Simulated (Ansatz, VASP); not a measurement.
# Ir (linear Ir chain) in two plane-wave programs

Aim: how closely do two programs agree when they are given the same cell, functional and k mesh? The structure shown is the end of the Ansatz relaxation below.

Main program and level: Ansatz 0.2.0; plane waves, with VASP 6.6.1 beside it; single point at RPBE.

### Step 1. The starting structure

The cell holds 1 atom: 1 Ir. Cell: a = 7.500 Å, b = 7.500 Å, c = 2.296 Å, α = 90.0°, β = 90.0°, γ = 90.0°. Vacuum lies along a and b. The structure's axis is c.

### Step 2. Ansatz: relaxation, RPBE

Ansatz runs on its default PAW (the set named soft_2) files.

This run makes the geometry at which the two programs are then compared.

File input.yaml:

```yaml
crystal:
  lattice:
    - [7.5, 0.0, 0.0]
    - [0.0, 7.5, 0.0]
    - [0.0, 0.0, 2.6226]
  atoms:
    - { symbol: Ir, position: [0.5, 0.5, 0.0], spin: 1.0 }
magnetization:
  spin_polarized: true
kpoints:
  mp_grid: { grid: [1, 1, 31] }
scf:
  occupations: { method: fermi_dirac, width: 0.05 }
hamiltonian:
  xc: rpbe
relax:
  cell: { fix: [a, b, alpha, beta, gamma] }
  max_steps: 60
```

Command:

```console
$ ansatz run input.yaml --threads 4 --pin off --max-ram 8192MiB --backend cpu --events-out ev --progress --plain --runs-dir out
```

Numbers of over 12 decimals in the logs are rounded to 6 here.

Output:

```text
Engine: ansatz 0.2.0, aarch64-unknown-linux-gnu
Pseudopotentials: kind: paw
Pseudopotential: Ir, paw, valence charge 17, recommended cutoff 420 eV (normal), Ir.paw.azcp
Functional definition: RPBE
  parameter kappa = 0.804
  parameter beta = 0.066725
  exchange = rpbe_x(kappa = kappa, mu = beta*pi^2/3)
  correlation = pbe_c(beta = beta)
Crystal: 1 atoms, lattice volume = 147.521 Å³
Basis set: ecut = 420 eV, 2913 PW (Γ), exchange–correlation on 108×108×36 points (8 copies of the dense FFT grid, shifted against one another)
Bands: 13, of which v1, the nominal top of the filled ones, is band 9 counted from 1 (8 counted from 0)
Symmetry: 16 space group operations
Space group: P4/mmm (ITA 123), of the structure as read, at distance tolerance 5.3e-5 Å
Magnetic group: BNS 123.339 (UNI 999), of the structure as read, at distance tolerance 5.3e-5 Å
k-points: 16 of 31
Non-local potential: Ir, projectors of the file, l = 0: 3, l = 1: 2, l = 2: 2, l = 3: 1
PAW form: soft (Blöchl's): semilocal exchange-correlation on the pseudo side does not see the compensation charge
PAW frozen core: Ir, regenerated for the run's functional, and the local potential with it (the file was generated under x = pbe(κ = 0.804, μ = 0.219515), c = pbe(β = 0.066725))
PAW one-centre angular grid: Ir, 590 points (default); XC on 64 Gauss nodes
Initial density: superposition of atomic densities (neutral atoms: chi_scale 0, normalization atom)
Starting moments: Σ|m| = 1 μB on 1 of 1 site
Initial wavefunctions: pseudopotential atomic-orbital guess
Functional: x = rpbe, c = pbe(β = 0.066725)
iter 1 solved again at ethr=7.04e-4 eV; its pass at ethr=3.10e-3 eV (dr2=1.20e-1 eV) is discarded
SCF iter   1: F=—  HF=-11944.287505 eV  |F-HF|=—  |Δ(HF+E_count)|=         —  Δρ=1.17e-2 (↑1.17e-2 ↓5.59e-3)  dr2=1.21e-1  dr2_m=7.70e-2  M=1.186 μB ∫|m|=1.187 μB  β_m=0.30  ethr=7.04e-4  ⟨swp⟩=1.0  Hψ=2918  notcnv=0
Mixer restart at iter 1: flushing history
preconditioner: auto → LDOS  [metal: Δε(μ)=0.052 eV  Ē_g=5.716 eV  σ=0.050 eV  W_gap=0.25  n_scr=20 (ndim 8)  ℏωp=9.2 eV  f_vac=0.678  D(μ)=3.57/eV (n_scr^D=20)]
spin=Collinear: LDOS preconditioning applied to the charge; magnetization (m = ρ↑ − ρ↓) channel mixes plain (no charge-response kernel on spin).
SCF iter   2: F=—  HF=-11944.504073 eV  |F-HF|=—  |Δ(HF+E_count)|=         —  Δρ=9.99e-3 (↑9.99e-3 ↓7.33e-3)  dr2=4.25e-2  dr2_m=9.10e-2  M=1.533 μB ∫|m|=1.534 μB  β_m=0.30  ethr=7.04e-4  ⟨swp⟩=2.2  Hψ=597  notcnv=0
Mixer restart at iter 2: flushing history
SCF iter   3: F=—  HF=-11944.582663 eV  |F-HF|=—  |Δ(HF+E_count)|=   7.86e-2  Δρ=7.13e-3 (↑7.13e-3 ↓5.78e-3)  dr2=1.81e-2  dr2_m=5.13e-2  M=1.576 μB ∫|m|=1.577 μB  β_m=0.65  ethr=2.50e-4  ⟨swp⟩=2.6  Hψ=644  notcnv=0
SCF iter   4: F=—  HF=-11944.672052 eV  |F-HF|=—  |Δ(HF+E_count)|=   8.94e-2  Δρ=7.99e-4 (↑7.22e-4 ↓7.99e-4)  dr2=9.05e-4  dr2_m=2.60e-4  M=1.643 μB ∫|m|=1.645 μB  β_m=0.71  ethr=1.07e-4  ⟨swp⟩=2.8  Hψ=888  notcnv=0
SCF iter   5: F=—  HF=-11944.673296 eV  |F-HF|=—  |Δ(HF+E_count)|=   1.24e-3  Δρ=3.30e-4 (↑2.53e-4 ↓3.30e-4)  dr2=2.24e-4  dr2_m=4.35e-5  M=1.644 μB ∫|m|=1.646 μB  β_m=0.83  ethr=5.32e-6  ⟨swp⟩=2.0  Hψ=843  notcnv=0
SCF iter   6: F=—  HF=-11944.673584 eV  |F-HF|=—  |Δ(HF+E_count)|=   2.88e-4  Δρ=6.78e-5 (↑6.78e-5 ↓5.86e-5)  dr2=5.19e-6  dr2_m=3.32e-6  M=1.642 μB ∫|m|=1.644 μB  β_m=0.88  ethr=1.32e-6  ⟨swp⟩=2.0  Hψ=678  notcnv=0
SCF iter   7: F=—  HF=-11944.673603 eV  |F-HF|=—  |Δ(HF+E_count)|=   1.93e-5  Δρ=3.47e-5 (↑1.48e-5 ↓3.47e-5)  dr2=1.49e-6  dr2_m=5.26e-7  M=1.642 μB ∫|m|=1.644 μB  β_m=0.93  ethr=3.05e-8  ⟨swp⟩=2.5  Hψ=746  notcnv=0
SCF iter   8: F=—  HF=-11944.673605 eV  |F-HF|=—  |Δ(HF+E_count)|=   1.96e-6  Δρ=1.69e-5 (↑1.16e-5 ↓1.69e-5)  dr2=2.15e-7  dr2_m=1.92e-7  M=1.642 μB ∫|m|=1.644 μB  β_m=0.88  ethr=8.76e-9  ⟨swp⟩=2.0  Hψ=745  notcnv=0
SCF iter   9: F=—  HF=-11944.673606 eV  |F-HF|=—  |Δ(HF+E_count)|=   1.45e-7  Δρ=1.02e-5 (↑3.53e-6 ↓1.02e-5)  dr2=4.67e-8  dr2_m=5.02e-8  M=1.642 μB ∫|m|=1.644 μB  β_m=0.94  ethr=1.27e-9  ⟨swp⟩=2.5  Hψ=657  notcnv=0
SCF iter  10: F=—  HF=-11944.673606 eV  |F-HF|=—  |Δ(HF+E_count)|=   1.16e-7  Δρ=5.37e-6 (↑1.28e-6 ↓5.37e-6)  dr2=1.75e-8  dr2_m=1.21e-8  M=1.641 μB ∫|m|=1.644 μB  β_m=0.97  ethr=2.75e-10  ⟨swp⟩=2.3  Hψ=737  notcnv=0
SCF iter  11: F=-11944.673606 eV  HF=-11944.673606 eV  |F-HF|=1.21e-8  |Δ(HF+E_count)|=   3.89e-8  Δρ=1.19e-6 (↑8.57e-7 ↓1.19e-6)  dr2=4.34e-10  dr2_m=1.11e-9  M=1.641 μB ∫|m|=1.644 μB  ethr=1.03e-10  ⟨swp⟩=2.2  Hψ=1394  notcnv=0
SCF 1 converged in 11 iterations: F = -11944.673606 eV  dr2 = 4.34e-10
  greatest PAW one-centre occupation: 1.001 electrons in one spin orbital (limit 2), on the Ir atom at site 0 (counted from 0), in its partial waves of l = 1
[...]
SCF iter   2: F=—  HF=-11945.300221 eV  |F-HF|=—  |Δ(HF+E_count)|=   1.61e-3  Δρ=5.32e-4 (↑5.32e-4 ↓4.86e-4)  dr2=2.05e-4  dr2_m=2.25e-4  M=0.653 μB ∫|m|=0.654 μB  β_m=0.58  ethr=3.25e-6  ⟨swp⟩=2.0  Hψ=612  notcnv=0
SCF iter   3: F=—  HF=-11945.301915 eV  |F-HF|=—  |Δ(HF+E_count)|=   1.69e-3  Δρ=1.78e-4 (↑1.78e-4 ↓1.66e-4)  dr2=5.99e-6  dr2_m=3.24e-5  M=0.657 μB ∫|m|=0.659 μB  β_m=0.79  ethr=1.21e-6  ⟨swp⟩=2.4  Hψ=752  notcnv=0
SCF iter   4: F=—  HF=-11945.301987 eV  |F-HF|=—  |Δ(HF+E_count)|=   7.17e-5  Δρ=5.01e-5 (↑5.01e-5 ↓3.02e-5)  dr2=3.00e-6  dr2_m=1.51e-6  M=0.659 μB ∫|m|=0.660 μB  β_m=0.88  ethr=3.52e-8  ⟨swp⟩=2.2  Hψ=846  notcnv=0
SCF iter   5: F=—  HF=-11945.301988 eV  |F-HF|=—  |Δ(HF+E_count)|=   8.82e-7  Δρ=4.25e-6 (↑3.11e-6 ↓4.25e-6)  dr2=4.07e-8  dr2_m=7.93e-9  M=0.659 μB ∫|m|=0.660 μB  β_m=0.87  ethr=1.76e-8  ⟨swp⟩=2.3  Hψ=673  notcnv=0
iter 6 did not close the SCF: its close was put off for a magnetic moment that had not settled (scf_convergence_deferred on its scf_iter line)
SCF iter   6: F=-11945.301988 eV  HF=-11945.301988 eV  |F-HF|=3.47e-9  |Δ(HF+E_count)|=   5.27e-8  Δρ=2.36e-6 (↑1.34e-6 ↓2.36e-6)  dr2=4.14e-9  dr2_m=2.50e-9  M=0.659 μB ∫|m|=0.660 μB  β_m=0.88  ethr=2.39e-10  ⟨swp⟩=1.9  Hψ=1447  notcnv=0
SCF iter   7: F=-11945.301988 eV  HF=-11945.301988 eV  |F-HF|=1.44e-10  |Δ(HF+E_count)|=   1.50e-9  Δρ=2.79e-7 (↑2.39e-7 ↓2.79e-7)  dr2=1.72e-10  dr2_m=2.41e-11  M=0.659 μB ∫|m|=0.660 μB  ethr=2.44e-11  ⟨swp⟩=1.3  Hψ=1191  notcnv=0
SCF 5 converged in 7 iterations: F = -11945.301988 eV  dr2 = 1.72e-10
relax step   5: F+E_penalty+E_count = -11945.30198756 eV  Δ(F+E_penalty+E_count) = -3.796e-2 eV  max|allowed force component| = 0.000e0 eV/Å  Δτ_max = 0.0000 Å  P = -0.047 GPa  Ω = 129.023 Å³  energy of the carried Pulay correction = +1.175e-3 eV  fix = [a, b, alpha, beta, gamma]  reactions: a -0.135, b -0.135 GPa  (7 SCF iters, dr2 threshold 1.00e-7 eV, accepted)
[...]
relax step   6: F+E_penalty+E_count = -11945.30202666 eV  Δ(F+E_penalty+E_count) = -3.910e-5 eV  max|allowed force component| = 0.000e0 eV/Å  Δτ_max = 0.0000 Å  P = -0.090 GPa  Ω = 129.140 Å³  energy of the carried Pulay correction = +1.167e-3 eV  fix = [a, b, alpha, beta, gamma]  reactions: a -0.135, b -0.135 GPa  (5 SCF iters, dr2 threshold 4.12e-8 eV, accepted)
[...]
relax step   7: F+E_penalty+E_count = -11945.30017896 eV  Δ(F+E_penalty+E_count) = +1.848e-3 eV  max|allowed force component| = 0.000e0 eV/Å  Δτ_max = 0.0000 Å  P = -0.089 GPa  Ω = 129.140 Å³  fix = [a, b, alpha, beta, gamma]  reactions: a -0.133, b -0.133 GPa  stress off target by 1.16e-3 GPa on what of the cell is left free  SCF on the basis re-selected at this cell (its energy is not comparable with the rows above)  (9 SCF iters)
basis re-selected at this cell: Δ(F+E_penalty+E_count) = +1.848e-3 eV, ΔP = +0.001 GPa vs the last step (what re-selecting the basis moved, of the pressure what is left beyond the Pulay correction that the steps carried, after the strain that the cell walked since its last selection, with what the two solves' SCF thresholds leave and, on support functions, any second-order correction that the steps lacked; it is no measure of the basis error at this ecutwfc). The dense FFT grid was sized anew with the basis: this SCF ran on 54×54×16 points, the steps before it on 54×54×18, so part of this shift can come from that change (see relax.cell in the input reference). [rest of the remark cut]
SCF converged after 9 iterations
Magnetization: 0.6620 μB (8.8310 up, 8.1690 down)
Absolute magnetization: 0.6636 μB (∫|ρ↑−ρ↓|, with the PAW one-centre terms)
Spin contamination: 0.0011 ħ² per cell (⟨S²⟩ above its minimum at these occupations)
Per-site moments (μB) at R_I (Å): [(0.469477, 0.947023)]
Free energy (F): -11945.300179 eV
Harris-Foulkes:  -11945.300179 eV  (|F-HF|=5.46e-12)
Internal energy: -11945.282113 eV  (E = F + TS)
E sigma→0 (E₀):  -11945.291146 eV
Entropy (-TS):   -0.018066 eV (-18.066 meV/atom)
Fermi energy:    -2.256899 eV
--- Per-component energies (eV) ---
  E_band       = -530.447752
  E_kinetic    = 619.516523
  E_local      = -4698.543143  (includes V_loc(G=0)·N_el)
  E_nonlocal   = 75.811919
  E_hartree    = 1999.691499
  E_xc         = -264.161459
  E_vxc        = -293.959201  (∫ρ·V_xc dr)
  E_paw        = -9237.729848  (= ΣΔE_a)
  E_vpaw       = -232.656914  (= ΣTr[D̂ρ^β])
  E_aug_tail   = 0.000074  (compensation charges beyond the density's cutoff)
  E_ewald      = -439.836156
  E_core_change = -0.031522  (= ΣΔE_core)
  E_smearing   = -0.018066  (= −TS)
  E_closure    = 0.000000  (closes the sum)
  Σ components = -11945.300179   (vs F -11945.300179, Δ=0.00e0)
--- Forces (eV/Å), atoms counted from 1 ---
  atom   1  Ir    -0.00000000    -0.00000000     0.00000000
  max |Σ_I F_I| component: 2.52e-29 eV/Å
--- Stress (GPa, compression-positive) ---
       -0.133012       0.000000       0.000000
        0.000000      -0.133012       0.000000
        0.000000       0.000000      -0.001164
  P = ⅓ Tr σ = -0.0891 GPa (-0.891 kbar)
--- Relaxed structure (6 steps of the walk, 6 accepted, 1 SCFs on fresh bases) ---
  F+E_penalty+E_count = -11945.30017896 eV   max|allowed force component| = 0.000e0 eV/Å   (the final SCF, on the basis selected at the relaxed cell)
  cell:  # Å, volume = 129.1395 Å³
    - [7.5, 0.0, 0.0]
    - [0.0, 7.5, 0.0]
    - [0.0, 0.0, 2.295813]
  atoms:
    - { symbol: Ir, position: [0.5, 0.5, 0.0] }
```

### Step 3. VASP: single point, RPBE

The same cell, functional, mesh and smearing now go to VASP, with its own data sets.

Lines of VASP's logs that name or quote its potential files are left out, and so is its time.

File INCAR:

```
SYSTEM = Ir
PREC = Accurate
ENCUT = 500
EDIFF = 1E-06
NELM = 200
ISMEAR = -1
SIGMA = 0.05
LREAL = .FALSE.
ALGO = Normal
GGA = RP
NBANDS = 12
ISPIN = 2
MAGMOM = 0.47
LASPH = .TRUE.
LMAXMIX = 4
LORBIT = 11
LWAVE = .FALSE.
LCHARG = .FALSE.
ISIF = 2
GGA_COMPAT = .FALSE.
```

File POSCAR:

```
Ir
1.0
    7.5000000000      0.0000000000      0.0000000000
    0.0000000000      7.5000000000      0.0000000000
    0.0000000000      0.0000000000      2.2958134708
Ir
1
Direct
    0.5000000000      0.5000000000      0.0000000000
```

File KPOINTS:

```
Automatic mesh
0
Gamma
1 1 31
0 0 0
```

PAW data sets: Ir (PBE family, release 64).

Command:

```console
$ mpirun -np 1 vasp_std
```

Output:

```text
[banner, memory and clock lines left out]
running    1 mpi-ranks, on    1 nodes
 distrk:  each k-point on    1 cores,    1 groups
 distr:  one band on    1 cores,    1 groups

 POSCAR found type information on POSCAR Ir
 POSCAR found :  1 types and       1 ions
|                                                                             |
|               ----> ADVICE to this user running VASP <----                  |
|                                                                             |
|     You enforced a specific xc type in the INCAR file but a different       |
|     [... a line on the potential file left out ...]
|     I HOPE YOU KNOW WHAT YOU ARE DOING!                                     |
|                                                                             |

 LDA part: xc-table for (Slater+PW92), standard interpolation
 POSCAR, INCAR and KPOINTS ok, starting setup
 FFT: planning ... GRIDC
 FFT: planning ... GRID_SOFT
 FFT: planning ... GRID
 WAVECAR not read
 entering main loop
       N       E                     dE             d eps       ncg     rms          rms(c)
DAV:   1     0.522753011381E+02    0.52275E+02   -0.27002E+03   768   0.486E+02
DAV:   2    -0.575621457200E+00   -0.52851E+02   -0.42634E+02   888   0.119E+02
DAV:   3    -0.488600822010E+01   -0.43104E+01   -0.40966E+01   908   0.360E+01
DAV:   4    -0.493429413127E+01   -0.48286E-01   -0.48164E-01   932   0.487E+00
DAV:   5    -0.493501795758E+01   -0.72383E-03   -0.72380E-03   924   0.534E-01    0.750E+00
DAV:   6    -0.476380215212E+01    0.17122E+00   -0.60671E-01   912   0.599E+00    0.420E+00
DAV:   7    -0.471617884800E+01    0.47623E-01   -0.84845E-02   804   0.189E+00    0.170E+00
DAV:   8    -0.473007626271E+01   -0.13897E-01   -0.95148E-03   776   0.694E-01    0.617E-01
DAV:   9    -0.473778399460E+01   -0.77077E-02   -0.28492E-03   776   0.359E-01    0.148E-01
DAV:  10    -0.474487562128E+01   -0.70916E-02   -0.22216E-03   772   0.234E-01    0.548E-02
DAV:  11    -0.474528169547E+01   -0.40607E-03   -0.33394E-04   768   0.963E-02    0.292E-02
DAV:  12    -0.474525325923E+01    0.28436E-04   -0.12003E-05   828   0.220E-02    0.168E-02
DAV:  13    -0.474530609447E+01   -0.52835E-04   -0.12868E-05   768   0.226E-02    0.578E-03
DAV:  14    -0.474532729420E+01   -0.21200E-04   -0.73785E-06   808   0.163E-02    0.293E-03
DAV:  15    -0.474533220236E+01   -0.49082E-05   -0.27928E-06   780   0.107E-02    0.836E-04
DAV:  16    -0.474533340195E+01   -0.11996E-05   -0.13551E-06   796   0.860E-03    0.529E-04
DAV:  17    -0.474533405198E+01   -0.65003E-06   -0.23770E-06   768   0.114E-02
   1 F= -.47453341E+01 E0= -.47363692E+01  d E =-.179298E-01  mag=     0.7366
```

OUTCAR, selected parts (step 3):

```text
ion  position               nearest neighbor table
   1  0.500  0.500  0.000-

  LATTYP: Found a simple tetragonal cell.
 ALAT       =     7.5000000000
 C/A-ratio  =     0.3061084628

 Subroutine GETGRP returns: Found 16 space group operations
 (whereof 16 operations were pure point group operations)

The static configuration has the point symmetry D_4h.

 Found     16 irreducible k-points:

   k-points           NKPTS =     16   k-points in BZ     NKDIM =     16   number of bands    NBANDS=     12

   dimension x,y,z NGX =    56 NGY =   56 NGZ =   18
   dimension x,y,z NGXF=   112 NGYF=  112 NGZF=   36

   ENCUT  =  500.0 eV  36.75 Ry    6.06 a.u.  13.67 13.67  4.19*2*pi/ulx,y,z

   NELECT =       9.0000    total number of electrons

 k-points in reciprocal lattice and weights: Automatic mesh
   0.00000000  0.00000000  0.00000000       0.032
   0.00000000  0.00000000  0.03225806       0.065
   0.00000000  0.00000000  0.06451613       0.065
   0.00000000  0.00000000  0.09677419       0.065
   0.00000000  0.00000000  0.12903226       0.065
   0.00000000  0.00000000  0.16129032       0.065
   0.00000000  0.00000000  0.19354839       0.065
   0.00000000  0.00000000  0.22580645       0.065
   0.00000000  0.00000000  0.25806452       0.065
[...]
0.00000000  0.00000000  0.45161290       0.065
   0.00000000  0.00000000  0.48387097       0.065

 average (electrostatic) potential at core
       1 -61.8819

 E-fermi :  -3.9553

 spin component 1
 k-point     1 :       0.0000    0.0000    0.0000
  band No.  band energies     occupation
      1     -11.1355      1.00000
      2      -6.1990      1.00000
      3      -5.7682      1.00000
      4      -5.7629      1.00000
      5      -2.1328      0.00000
      6      -2.1328      0.00000
      7      -0.9004      0.00000
      8      -0.9004      0.00000
      9       0.9699      0.00000
    ...

 k-point     2 :       0.0000    0.0000    0.0323
  band No.  band energies     occupation
      1     -11.0484      1.00000
      2      -6.1762      1.00000
      3      -5.7551      1.00000
      4      -5.7498      1.00000
      5      -2.3473      0.00000
      6      -2.3473      0.00000
      7      -0.7278      0.00000
      8      -0.7278      0.00000
      9       0.9987      0.00000
    ...

 k-point     3 :       0.0000    0.0000    0.0645
  band No.  band energies     occupation
      1     -10.7887      1.00000
      2      -6.1082      1.00000
      3      -5.7162      1.00000
      4      -5.7111      1.00000
      5      -2.8152      0.00000
      6      -2.8152      0.00000
      7      -0.3784      0.00000
      8      -0.3784      0.00000
      9       1.0849      0.00000
    ...

 k-point     4 :       0.0000    0.0000    0.0968
  band No.  band energies     occupation
      1     -10.3615      1.00000
      2      -5.9954      1.00000
      3      -5.6526      1.00000
      4      -5.6477      1.00000
      5      -3.3781      0.00001
      6      -3.3781      0.00001
      7       0.0100      0.00000
      8       0.0100      0.00000
      9       1.2286      0.00000
    ...

 k-point     5 :       0.0000    0.0000    0.1290
  band No.  band energies     occupation
    ...
      2      -5.8387      1.00000
      3      -5.5659      1.00000
      4      -5.5614      1.00000
      5      -3.9800      0.62085
      6      -3.9800      0.62085
      7       0.4090      0.00000
      8       0.4090      0.00000
      9       1.4298      0.00000
     10       2.7787      0.00000
     11       4.6492      0.00000
    ...

 k-point     6 :       0.0000    0.0000    0.1613
  band No.  band energies     occupation
    ...
      2      -5.6390      1.00000
      3      -5.4588      1.00000
      4      -5.4548      1.00000
      5      -4.5928      1.00000
      6      -4.5928      1.00000
      7       0.8203      0.00000
      8       0.8203      0.00000
      9       1.6885      0.00000
     10       3.0309      0.00000
     11       4.9547      0.00000
    ...

  Total       -0.1173221     -0.1173221      0.0582557      0.0000000      0.0000000      0.0000000
  in kB       -1.4555640     -1.4555640      0.7227534      0.0000000      0.0000000      0.0000000
  external PRESSURE =      -0.7294582 kB  Pullay stress =       0.0000000 kB

  energy-cutoff  :      500.00
  volume of cell :      129.14
      direct lattice vectors                 reciprocal lattice vectors
     7.500000000  0.000000000  0.000000000     0.133333333  0.000000000  0.000000000
     0.000000000  7.500000000  0.000000000     0.000000000  0.133333333  0.000000000
     0.000000000  0.000000000  2.295813471     0.000000000  0.000000000  0.435575456

 POSITION                                       TOTAL-FORCE (eV/Angst)
 -----------------------------------------------------------------------------------
      3.75000      3.75000      0.00000         0.000000      0.000000      0.000000
 -----------------------------------------------------------------------------------
    total drift:                                0.000000      0.000000      0.000000

  FREE ENERGIE OF THE ION-ELECTRON SYSTEM (eV)
  ---------------------------------------------------
  free  energy   TOTEN  =        -4.7453340520 eV

  energy  without entropy=       -4.7274042841  energy(sigma->0) =       -4.73636917

 total charge
# of ion       s       p       d       tot
------------------------------------------
    1        0.756   0.274   7.030   8.060

 magnetization (x)
# of ion       s       p       d       tot
------------------------------------------
    1        0.041   0.009   0.628   0.677

[... 6 further parts left out ...]
```

### Step 4. Side by side

Known differences besides the potentials themselves: VASP starts from the moments at which Ansatz ended; the data sets hold 17 valence electrons in Ansatz (on its default PAW (the set named soft_2) files) and 9 in VASP; the cutoff is 420 eV in Ansatz and 500 eV in VASP; Ansatz makes its cores anew for this functional, VASP keeps those of its PBE data sets; Ansatz's pressure holds a Pulay correction, VASP's none; site moments are counted in spheres of each program's own size. Total energies have different zeros and are not compared.

Both answers:

| quantity | Ansatz | VASP | difference |
| --- | --- | --- | --- |
| pressure (GPa) | -0.09 | -0.07 | -0.02 |
| total moment (μB) | 0.66 | 0.74 | -0.07 |
| moment on Ir1 (μB) | 0.47 | 0.68 | -0.21 |

### Step 5. Results

```yaml
difference_in_total_moment_single_point_rpbe: -0.075 μB
```

**Reading.** The difference in total moment is -0.075 μB (single point, RPBE). The data sets hold unlike numbers of valence electrons (17 in Ansatz and 9 in VASP), so part of the differences comes from the potentials. Such differences can come from data sets, numerical settings and the points named under the comparisons, not from the functional's error against experiment.

[Lines on the potential files, build, host, timing and source positions are cut from VASP's logs without a mark.]

[Logs are printed without paths, hosts, clocks, repeated set-up lines and the standing remarks that a program may print on its own settings, such as how far it seeks lower states.]

[Hosts, paths, dates, database ids (printed as entryN), source tags and the programs' standing remarks are cut or masked in the printed files.]
